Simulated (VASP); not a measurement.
Input of a VASP 6.6.1 run:

Contents of INCAR:

```
SYSTEM = CuCl
PREC = Accurate
ENCUT = 520
EDIFF = 1E-8
ISMEAR = -1
SIGMA = 0.05
LREAL = .False.
LASPH = .True.
NELM = 80
ALGO = Normal
ISIF = 2
LWAVE = .False.
LCHARG = .False.
GGA = PE
LEFG = .True.
NBANDS = 16
```

KPOINTS

```
Automatic mesh
0
Gamma
  13 13 13
  0 0 0
```

POSCAR

```
CuCl
1.0
    0.0000000000      2.7632527100      2.7632527100
    2.7632527100      0.0000000000      2.7632527100
    2.7632527100      2.7632527100      0.0000000000
Cu Cl
1 1
Direct
    0.0000000000      0.0000000000      0.0000000000
    0.7500000000      0.7500000000      0.7500000000
```

Potentials or basis: VASP PAW PBE potentials, release 64 (Cu, Cl).

Launch:

```sh
$ cat potpaw_PBE.64/Cu/POTCAR potpaw_PBE.64/Cl/POTCAR > POTCAR
$ mpirun -np 1 vasp_std > vasp.out
```

**Question.** Predict the band gap on the k mesh.

**Answer.** 0.44 eV, direct.

**Question.** What does it give for the pressure?

**Answer.** -2.3 GPa.

Electric field gradients, principal values (V/Å²):
```tsv
atom	Vxx	Vyy	Vzz
1 Cu	-0.004	-0.004	0.008
2 Cl	0.000	0.000	-0.001
```

Caveat: an odd mesh through Γ misses points on the zone boundary, where band edges often lie.
